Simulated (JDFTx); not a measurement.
# V (Im-3m) in JDFTx: reference runs

Reference runs on V: the cell as given and a disturbed copy.

Program: JDFTx 1.7.0 (patched build). These are calculated values, not measurements. Logs are shortened: lines on timing, memory, paths and dates and some standing lists are left out, and cuts for length are marked. The log counts tension as positive stress, the text compression.

### Step 1. Starting point

It takes space group Im-3m (No. 229, cubic). Conventional cell: a = 3.029 Å, b = 3.029 Å, c = 3.029 Å, α = 90.00°, β = 90.00°, γ = 90.00°. V (site symmetry m-3m) has 8 V at 2.62 Å as nearest neighbours.

### Step 2. Single point, PBE, collinear spin, ferromagnetic start

Input file V.in:

```
lattice \
   -2.8617067568     2.8617067568     2.8617067568 \
    2.8617067568    -2.8617067568     2.8617067568 \
    2.8617067568     2.8617067568    -2.8617067568
coords-type Lattice
ion V      0.0000000000     0.0000000000     0.0000000000 1

ion-species pseudo/V.upf
elec-cutoff 42
elec-ex-corr gga-PBE
kpoint-folding 12 12 12
elec-smearing Fermi 0.0018374661
elec-n-bands 13
spintype z-spin
initial-magnetic-moments V 2
elec-initial-magnetization 2 no
electronic-SCF nIterations 100 energyDiffThreshold 1e-08
electronic-minimize nIterations 30 energyDiffThreshold 1e-7
converge-empty-states yes
forces-output-coords Cartesian

dump-name run.$VAR
dump End Ecomponents EigStats BandEigs Kpoints Forces Stress ElecDensity Dtot
```

Potentials or basis: PseudoDojo-SR-PBE-0.5-standard.

Command:

```bash
$ jdftx -c 1 -i V.in -o V.out
```

Log:

```text
*************** JDFTx 1.7.0 (patched build) ***************

[... 9 lines left out ...]
---------- Initializing the Grid ----------
R =
[     -2.86171      2.86171      2.86171  ]
[      2.86171     -2.86171      2.86171  ]
[      2.86171      2.86171     -2.86171  ]
unit cell volume = 93.7423
G =
[ 4.14526e-17     1.0978     1.0978  ]
[     1.0978 4.14526e-17     1.0978  ]
[     1.0978     1.0978 4.14526e-17  ]
Minimum fftbox size, Smin = [  32  32  32  ]
Chosen fftbox size, S = [  32  32  32  ]

---------- Exchange Correlation functional ----------
Initalized PBE GGA exchange.
Initalized PBE GGA correlation.

---------- Setting up pseudopotentials ----------
Width of ionic core gaussian charges (only for fluid interactions / plotting) set to 0

Reading pseudopotential file 'pseudo/V.upf':
  'V' pseudopotential, 'PBE' functional
  Generated using ONCVPSP code by D. R. Hamann
  13 valence electrons, 4 orbitals, 6 projectors, 1001 radial grid points, with lMax = 2
    3S    l: 0   occupation:  2.0   eigenvalue: -2.581105
    3P    l: 1   occupation:  6.0   eigenvalue: -1.618486
    3D    l: 2   occupation:  3.0   eigenvalue: -0.189795
    4S    l: 0   occupation:  2.0   eigenvalue: -0.172804
  Core radius for overlap checks: 1.61 bohrs.

Initialized 1 species with 1 total atoms.

Folded 1 k-points by 12x12x12 to 1728 k-points.

---------- Setting up k-points, bands, fillings ----------
Reduced to 72 k-points under symmetry.
Computing the number of bands and number of electrons
Calculating initial fillings.
nElectrons:  13.000000   nBands: 13   nStates: 144

----- Setting up reduced wavefunction bases (one per k-point) -----
average nbasis = 1218.943 , ideal nbasis = 1218.718

---------- Setting up ewald sum ----------
Optimum gaussian width for ewald sums = 1.786788 bohr.
Real space sum over 2197 unit cells with max indices [  6  6  6  ]
Reciprocal space sum over 2197 terms with max indices [  6  6  6  ]

---------- Allocating electronic variables ----------
Initializing wave functions:  linear combination of atomic orbitals
Note: number of bands (13) exceeds available atomic orbitals (10)
V (M=2) pseudo-atom majority spin occupations:   s ( 1 0 )  p ( 3 )  d ( 3.5 )
V (M=2) pseudo-atom minority spin occupations:   s ( 1 0 )  p ( 3 )  d ( 1.5 )
	FillingsUpdate:  mu: +0.770481166  nElectrons: 13.000000  magneticMoment: [ Abs: 1.49138  Tot: +1.49138 ]
LCAOMinimize: Iter:   0  F: -71.1860465398967222  |grad|_K:  6.917e-03  alpha:  1.000e+00
	FillingsUpdate:  mu: +0.594963143  nElectrons: 13.000000  magneticMoment: [ Abs: 0.78782  Tot: +0.78782 ]
LCAOMinimize: Iter:   1  F: -71.4594497361696028  |grad|_K:  7.166e-04  alpha:  5.203e-01  linmin:  1.110e-01  cgtest: -7.224e-01
LCAOMinimize: 	Predicted alpha/alphaT>3.000000, increasing alphaT to 1.560921e+00.
[... 13 lines of inner loops ...]
LCAOMinimize: Iter:   7  F: -71.4653702196727068  |grad|_K:  8.909e-07  alpha:  1.726e+00  linmin: -3.094e-04  cgtest:  2.138e-02
	FillingsUpdate:  mu: +0.605884507  nElectrons: 13.000000  magneticMoment: [ Abs: 0.17755  Tot: -0.17746 ]
LCAOMinimize: Iter:   8  F: -71.4653702317202431  |grad|_K:  2.177e-07  alpha:  1.247e+00  linmin:  2.797e-05  cgtest: -1.103e-03
LCAOMinimize: Converged (|Delta F|<1.000000e-06 for 2 iters).

-------- Electronic minimization -----------
Will mix electronic density at each iteration.
	FillingsUpdate:  mu: +0.605884507  nElectrons: 13.000000  magneticMoment: [ Abs: 0.17755  Tot: -0.17746 ]
	FillingsUpdate:  mu: +0.601067961  nElectrons: 13.000000  magneticMoment: [ Abs: 0.17755  Tot: -0.17746 ]
SCF: Cycle:  0   F: -71.477922503259435   dF: -1.255e-02   |Residual|: 4.991e-02   |deigs|: 2.192e-01
	FillingsUpdate:  mu: +0.590527550  nElectrons: 13.000000  magneticMoment: [ Abs: 0.16029  Tot: -0.16029 ]
SCF: Cycle:  1   F: -71.480731107804232   dF: -2.809e-03   |Residual|: 7.224e-03   |deigs|: 1.548e-02
	FillingsUpdate:  mu: +0.590993032  nElectrons: 13.000000  magneticMoment: [ Abs: 0.13812  Tot: -0.13812 ]
SCF: Cycle:  2   F: -71.480750606900060   dF: -1.950e-05   |Residual|: 4.005e-03   |deigs|: 9.475e-04
	FillingsUpdate:  mu: +0.590819509  nElectrons: 13.000000  magneticMoment: [ Abs: 0.10155  Tot: -0.10155 ]
SCF: Cycle:  3   F: -71.480757547155335   dF: -6.940e-06   |Residual|: 1.875e-03   |deigs|: 5.191e-04
	FillingsUpdate:  mu: +0.590681547  nElectrons: 13.000000  magneticMoment: [ Abs: 0.08171  Tot: -0.08169 ]
SCF: Cycle:  4   F: -71.480760384634209   dF: -2.837e-06   |Residual|: 1.508e-03   |deigs|: 3.185e-04
	FillingsUpdate:  mu: +0.590614038  nElectrons: 13.000000  magneticMoment: [ Abs: 0.04943  Tot: -0.04943 ]
SCF: Cycle:  5   F: -71.480763300765560   dF: -2.916e-06   |Residual|: 8.370e-04   |deigs|: 4.593e-04
	FillingsUpdate:  mu: +0.590617688  nElectrons: 13.000000  magneticMoment: [ Abs: 0.03002  Tot: -0.03002 ]
SCF: Cycle:  6   F: -71.480764368212121   dF: -1.067e-06   |Residual|: 4.996e-04   |deigs|: 2.704e-04
	FillingsUpdate:  mu: +0.590624098  nElectrons: 13.000000  magneticMoment: [ Abs: 0.00216  Tot: -0.00216 ]
SCF: Cycle:  7   F: -71.480764944014084   dF: -5.758e-07   |Residual|: 1.097e-04   |deigs|: 3.844e-04
	FillingsUpdate:  mu: +0.590623484  nElectrons: 13.000000  magneticMoment: [ Abs: 0.00062  Tot: -0.00060 ]
SCF: Cycle:  8   F: -71.480764956779211   dF: -1.277e-08   |Residual|: 3.904e-05   |deigs|: 2.349e-05
	FillingsUpdate:  mu: +0.590624522  nElectrons: 13.000000  magneticMoment: [ Abs: 0.00091  Tot: -0.00091 ]
SCF: Cycle:  9   F: -71.480764958831116   dF: -2.052e-09   |Residual|: 1.907e-05   |deigs|: 6.754e-06
	FillingsUpdate:  mu: +0.590625013  nElectrons: 13.000000  magneticMoment: [ Abs: 0.00035  Tot: -0.00035 ]
SCF: Cycle: 10   F: -71.480764959838439   dF: -1.007e-09   |Residual|: 6.718e-06   |deigs|: 1.010e-05
SCF: Converged (|Delta E|<1.000000e-08 for 2 iters).

Setting wave functions to eigenvectors of Hamiltonian
Converging empty states (this may take a while): |deigs|: 4.550e-04

# Stress tensor in Cartesian coordinates [Eh/a0^3]:
[  0.000178298            0            0  ]
[            0  0.000178298            0  ]
[            0            0  0.000178298  ]

# Ionic positions in lattice coordinates:
ion V   0.000000000000000   0.000000000000000   0.000000000000000 1

# Forces in Cartesian coordinates:
force V   0.000000000000000   0.000000000000000   0.000000000000000 1

# Energy components:
   Eewald =      -53.7293392750253247
       EH =       14.6380771265356202
     Eloc =      -54.3119809030985792
      Enl =        0.6472112900140565
      Exc =      -11.4349412643625428
 Exc_core =        2.3275045679438495
       KE =       30.3833565618407206
-------------------------------------
     Etot =      -71.4801118961521809
       TS =        0.0006530636862551
-------------------------------------
        F =      -71.4807649598384387

IonicMinimize: Iter:   0  F: -71.480764959838439  |grad|_K:  0.000e+00
IonicMinimize: Converged (|grad|_K<1.000000e-04).

#--- Lowdin population analysis ---
# oxidation-state V +0.135
# magnetic-moments V -0.000

Dumping 'run.eigStats' ...
	eMin: -1.752273 at state 72 ( [ +0.000000 +0.000000 +0.000000 ] spin -1 )
	HOMO: +0.590349 at state 3 ( [ +0.000000 +0.000000 +0.250000 ] spin 1 )
	mu  : +0.590625
	LUMO: +0.590791 at state 126 ( [ +0.166667 +0.500000 -0.416667 ] spin -1 )
	eMax: +1.387257 at state 91 ( [ +0.083333 +0.083333 +0.083333 ] spin -1 )
	HOMO-LUMO gap: +0.000442
	Optical gap  : +0.013842 at state 120 ( [ +0.166667 +0.250000 -0.250000 ] spin -1 )
Done!
```

Wall time 72 s (1 thread of Arm Neoverse V1, shared host); peak memory 0.12 GiB.

Results:

- Free energy: -1945.0907 eV
- Pressure: -5.2 GPa
- Band gap on the k mesh: none (metal or under the smearing width)
- Net moment: 0.00 μB per cell
- Absolute moment: 0.00 μB per cell

Levels at points of the mesh, in eV from the Fermi level:
Spin up:
| k point | band 4 | band 5 | band 6 | band 7 | band 8 | band 9 |
| --- | --- | --- | --- | --- | --- | --- |
| (0.00, 0.00, 0.00) | -37.10 | -6.53 | 0.42 | 0.42 | 0.42 | 2.36 |
| (0.00, 0.00, 0.50) | -37.10 | -3.08 | -1.06 | 1.52 | 2.35 | 2.70 |
| (0.50, 0.50, 0.50) | -37.66 | -2.86 | -2.86 | 3.61 | 3.61 | 3.61 |
Spin down:
```
           k point  band 3  band 4  band 5  band 6  band 7  band 8  band 9
(0.00, 0.00, 0.00)  -37.10  -37.10   -6.53    0.42    0.42    0.42    2.36
(0.00, 0.00, 0.50)  -37.36  -37.10   -3.08   -1.06    1.52    2.35    2.70
(0.50, 0.50, 0.50)  -37.66  -37.66   -2.86   -2.86    3.60    3.60    3.60
```

### Step 3. Single point, PBE, collinear spin, ferromagnetic start (cell strained at random at fixed volume)

Input file V.in:

```
lattice \
   -2.8666937441     2.8321986834     2.8470273643 \
    2.8726350430    -2.7931456033     2.7734792235 \
    2.9811468965     2.8671605064    -2.9016574568
coords-type Lattice
ion V      0.0102680000     0.0045550000    -0.0011910000 1

ion-species pseudo/V.upf
elec-cutoff 42
elec-ex-corr gga-PBE
kpoint-folding 12 12 12
elec-smearing Fermi 0.0018374661
elec-n-bands 13
spintype z-spin
initial-magnetic-moments V 2
elec-initial-magnetization 2 no
electronic-SCF nIterations 100 energyDiffThreshold 1e-08
electronic-minimize nIterations 30 energyDiffThreshold 1e-7
converge-empty-states yes
forces-output-coords Cartesian

dump-name run.$VAR
dump End Ecomponents EigStats BandEigs Kpoints Forces Stress
```

Potentials or basis: PseudoDojo-SR-PBE-0.5-standard.

Command:

```bash
$ jdftx -c 1 -i V.in -o V.out
```

Log:

```text
*************** JDFTx 1.7.0 (patched build) ***************

Input parsed successfully to the following command list (including defaults):
[... the input with its defaults ...]

---------- Setting up symmetries ----------

Non-trivial transmission matrix:
[   1   0   0  ]
[   1   1   0  ]
[   1   0   1  ]
with reduced lattice vectors:
[      2.812532      2.832199      2.847027  ]
[      2.852969     -2.793146      2.773479  ]
[      2.946650      2.867161     -2.901657  ]

Found 2 point-group symmetries of the bravais lattice
Found 2 space-group symmetries with basis
Applied RMS atom displacement 0 bohrs to make symmetries exact.

---------- Initializing the Grid ----------
R =
[     -2.86669       2.8322      2.84703  ]
[      2.87264     -2.79315      2.77348  ]
[      2.98115      2.86716     -2.90166  ]
unit cell volume = 93.7422
G =
[  0.0102377    1.09795     1.0595  ]
[    1.11287 -0.0113437    1.08108  ]
[    1.11016    1.11682 -0.00863164  ]
Minimum fftbox size, Smin = [  32  32  32  ]
Chosen fftbox size, S = [  32  32  32  ]

---------- Exchange Correlation functional ----------
Initalized PBE GGA exchange.
Initalized PBE GGA correlation.

---------- Setting up pseudopotentials ----------
Width of ionic core gaussian charges (only for fluid interactions / plotting) set to 0

Reading pseudopotential file 'pseudo/V.upf':
  'V' pseudopotential, 'PBE' functional
  Generated using ONCVPSP code by D. R. Hamann
  13 valence electrons, 4 orbitals, 6 projectors, 1001 radial grid points, with lMax = 2
    3S    l: 0   occupation:  2.0   eigenvalue: -2.581105
    3P    l: 1   occupation:  6.0   eigenvalue: -1.618486
    3D    l: 2   occupation:  3.0   eigenvalue: -0.189795
    4S    l: 0   occupation:  2.0   eigenvalue: -0.172804
  Core radius for overlap checks: 1.61 bohrs.

Initialized 1 species with 1 total atoms.

Folded 1 k-points by 12x12x12 to 1728 k-points.

---------- Setting up k-points, bands, fillings ----------
Reduced to 868 k-points under symmetry.
Computing the number of bands and number of electrons
Calculating initial fillings.
nElectrons:  13.000000   nBands: 13   nStates: 1736

----- Setting up reduced wavefunction bases (one per k-point) -----
average nbasis = 1218.719 , ideal nbasis = 1218.718

---------- Setting up ewald sum ----------
Optimum gaussian width for ewald sums = 1.787263 bohr.
Real space sum over 2197 unit cells with max indices [  6  6  6  ]
Reciprocal space sum over 2197 terms with max indices [  6  6  6  ]

---------- Allocating electronic variables ----------
Initializing wave functions:  linear combination of atomic orbitals
Note: number of bands (13) exceeds available atomic orbitals (10)
V (M=2) pseudo-atom majority spin occupations:   s ( 1 0 )  p ( 3 )  d ( 3.5 )
V (M=2) pseudo-atom minority spin occupations:   s ( 1 0 )  p ( 3 )  d ( 1.5 )
	FillingsUpdate:  mu: +0.774800083  nElectrons: 13.000000  magneticMoment: [ Abs: 1.50293  Tot: +1.50293 ]
LCAOMinimize: Iter:   0  F: -71.1623562852298477  |grad|_K:  2.108e-03  alpha:  1.000e+00
	FillingsUpdate:  mu: +0.590459691  nElectrons: 13.000000  magneticMoment: [ Abs: 0.78959  Tot: +0.78959 ]
LCAOMinimize: Iter:   1  F: -71.4607879279580942  |grad|_K:  2.369e-04  alpha:  5.164e-01  linmin:  1.338e-01  cgtest: -7.226e-01
	FillingsUpdate:  mu: +0.591757373  nElectrons: 13.000000  magneticMoment: [ Abs: 0.42927  Tot: +0.42927 ]
[... 14 lines of inner loops ...]
LCAOMinimize: Iter:   8  F: -71.4667987330838343  |grad|_K:  1.485e-06  alpha:  1.673e+00  linmin: -1.900e-04  cgtest: -3.634e-03
	FillingsUpdate:  mu: +0.603680938  nElectrons: 13.000000  magneticMoment: [ Abs: 0.02114  Tot: +0.02098 ]
LCAOMinimize: Iter:   9  F: -71.4667990503614305  |grad|_K:  8.484e-07  alpha:  9.791e-01  linmin: -7.081e-05  cgtest:  1.181e-03
LCAOMinimize: Converged (|Delta F|<1.000000e-06 for 2 iters).

-------- Electronic minimization -----------
Will mix electronic density at each iteration.
	FillingsUpdate:  mu: +0.603680938  nElectrons: 13.000000  magneticMoment: [ Abs: 0.02114  Tot: +0.02098 ]
	FillingsUpdate:  mu: +0.599687487  nElectrons: 13.000000  magneticMoment: [ Abs: 0.02114  Tot: +0.02098 ]
SCF: Cycle:  0   F: -71.478506438905285   dF: -1.171e-02   |Residual|: 4.322e-02   |deigs|: 1.857e-01
	FillingsUpdate:  mu: +0.590670701  nElectrons: 13.000000  magneticMoment: [ Abs: 0.01719  Tot: +0.01719 ]
SCF: Cycle:  1   F: -71.480609891364267   dF: -2.103e-03   |Residual|: 5.905e-03   |deigs|: 1.358e-02
	FillingsUpdate:  mu: +0.591203026  nElectrons: 13.000000  magneticMoment: [ Abs: 0.01617  Tot: +0.01617 ]
SCF: Cycle:  2   F: -71.480623470646506   dF: -1.358e-05   |Residual|: 2.614e-03   |deigs|: 1.116e-03
	FillingsUpdate:  mu: +0.591149841  nElectrons: 13.000000  magneticMoment: [ Abs: 0.01373  Tot: +0.01373 ]
SCF: Cycle:  3   F: -71.480624296215467   dF: -8.256e-07   |Residual|: 4.651e-04   |deigs|: 3.589e-04
	FillingsUpdate:  mu: +0.591108110  nElectrons: 13.000000  magneticMoment: [ Abs: 0.01276  Tot: +0.01276 ]
SCF: Cycle:  4   F: -71.480624513831117   dF: -2.176e-07   |Residual|: 2.132e-04   |deigs|: 2.632e-04
	FillingsUpdate:  mu: +0.591103324  nElectrons: 13.000000  magneticMoment: [ Abs: 0.01101  Tot: +0.01101 ]
SCF: Cycle:  5   F: -71.480624562046728   dF: -4.822e-08   |Residual|: 1.308e-04   |deigs|: 1.905e-04
	FillingsUpdate:  mu: +0.591108412  nElectrons: 13.000000  magneticMoment: [ Abs: 0.01004  Tot: +0.01004 ]
SCF: Cycle:  6   F: -71.480624579943139   dF: -1.790e-08   |Residual|: 1.107e-04   |deigs|: 2.439e-04
	FillingsUpdate:  mu: +0.591108114  nElectrons: 13.000000  magneticMoment: [ Abs: 0.00685  Tot: +0.00685 ]
SCF: Cycle:  7   F: -71.480624606757104   dF: -2.681e-08   |Residual|: 7.747e-05   |deigs|: 2.182e-04
	FillingsUpdate:  mu: +0.591107271  nElectrons: 13.000000  magneticMoment: [ Abs: 0.00164  Tot: +0.00164 ]
SCF: Cycle:  8   F: -71.480624627726939   dF: -2.097e-08   |Residual|: 2.536e-05   |deigs|: 1.158e-04
	FillingsUpdate:  mu: +0.591108425  nElectrons: 13.000000  magneticMoment: [ Abs: 0.00011  Tot: +0.00011 ]
SCF: Cycle:  9   F: -71.480624629315656   dF: -1.589e-09   |Residual|: 1.076e-05   |deigs|: 7.101e-05
	FillingsUpdate:  mu: +0.591108009  nElectrons: 13.000000  magneticMoment: [ Abs: 0.00008  Tot: +0.00008 ]
SCF: Cycle: 10   F: -71.480624629438623   dF: -1.230e-10   |Residual|: 4.051e-06   |deigs|: 5.484e-05
SCF: Converged (|Delta E|<1.000000e-08 for 2 iters).

Setting wave functions to eigenvectors of Hamiltonian
Converging empty states (this may take a while): |deigs|: 5.852e-04

# Stress tensor in Cartesian coordinates [Eh/a0^3]:
[  0.000149898 -1.12568e-06 -1.12369e-05  ]
[ -1.12568e-06  0.000134975  1.49027e-05  ]
[ -1.12369e-05  1.49027e-05  0.000242108  ]

# Ionic positions in lattice coordinates:
ion V   0.010268000000000   0.004555000000000  -0.001191000000000 1

# Forces in Cartesian coordinates:
force V   0.000000000000000   0.000000000000000   0.000000000000000 1

# Energy components:
   Eewald =      -53.7231484851054049
       EH =       14.6456914783610870
     Eloc =      -54.3270896771947704
      Enl =        0.6461925535210352
      Exc =      -11.4354316468741679
 Exc_core =        2.3275038543345219
       KE =       30.3863251008749025
-------------------------------------
     Etot =      -71.4799568220827979
       TS =        0.0006678073558216
-------------------------------------
        F =      -71.4806246294386227

IonicMinimize: Iter:   0  F: -71.480624629438623  |grad|_K:  0.000e+00
IonicMinimize: Converged (|grad|_K<1.000000e-04).

#--- Lowdin population analysis ---
# oxidation-state V +0.134
# magnetic-moments V +0.000

Dumping 'run.eigStats' ...
	eMin: -1.752133 at state 0 ( [ +0.000000 +0.000000 +0.000000 ] spin 1 )
	HOMO: +0.591006 at state 1361 ( [ +0.250000 -0.166667 -0.083333 ] spin -1 )
	mu  : +0.591107
	LUMO: +0.591147 at state 182 ( [ +0.083333 -0.250000 +0.000000 ] spin 1 )
	eMax: +1.410996 at state 1373 ( [ +0.250000 -0.083333 -0.083333 ] spin -1 )
	HOMO-LUMO gap: +0.000141
	Optical gap  : +0.003964 at state 987 ( [ +0.083333 +0.250000 -0.250000 ] spin -1 )
Done!
```

It took 14 min on 1 thread of Arm Neoverse V1, shared host; peak memory 1.1 GiB.

Results:

```
Free energy            : -1945.0869 eV
Pressure               : -5.2 GPa
Band gap on the k mesh : none (metal or under the smearing width)
Net moment             : 0.00 μB per cell
Absolute moment        : 0.00 μB per cell
```

Stress tensor (GPa, compression positive):
```
-4.41  0.03  0.33
 0.03 -3.97 -0.44
 0.33 -0.44 -7.12
```

Levels at points of the mesh, in eV from the Fermi level:
Spin up:
| k point | band 5 | band 6 | band 7 | band 8 | band 9 |
| --- | --- | --- | --- | --- | --- |
| (0.00, 0.00, 0.00) | -6.54 | 0.24 | 0.33 | 0.66 | 2.21 |
| (0.00, 0.00, 0.50) | -3.10 | -1.26 | 1.75 | 2.51 | 2.75 |
| (0.00, 0.50, 0.00) | -3.07 | -0.93 | 1.51 | 2.15 | 2.63 |
| (0.00, 0.50, 0.50) | -3.08 | -0.95 | 1.69 | 2.13 | 2.61 |
| (0.50, 0.00, 0.00) | -3.09 | -1.05 | 1.22 | 2.32 | 2.81 |
| (0.50, 0.00, 0.50) | -3.08 | -0.97 | 1.31 | 2.23 | 2.71 |
| (0.50, 0.50, 0.00) | -3.10 | -1.28 | 1.63 | 2.54 | 2.79 |
| (0.50, 0.50, 0.50) | -2.91 | -2.82 | 3.42 | 3.63 | 3.73 |
Spin down:
```
           k point  band 5  band 6  band 7  band 8  band 9
(0.00, 0.00, 0.00)   -6.54    0.24    0.33    0.66    2.21
(0.00, 0.00, 0.50)   -3.10   -1.26    1.75    2.51    2.75
(0.00, 0.50, 0.00)   -3.07   -0.93    1.51    2.15    2.63
(0.00, 0.50, 0.50)   -3.08   -0.95    1.69    2.13    2.61
(0.50, 0.00, 0.00)   -3.09   -1.05    1.22    2.32    2.81
(0.50, 0.00, 0.50)   -3.08   -0.97    1.31    2.23    2.71
(0.50, 0.50, 0.00)   -3.10   -1.28    1.63    2.54    2.79
(0.50, 0.50, 0.50)   -2.91   -2.82    3.42    3.63    3.73
```
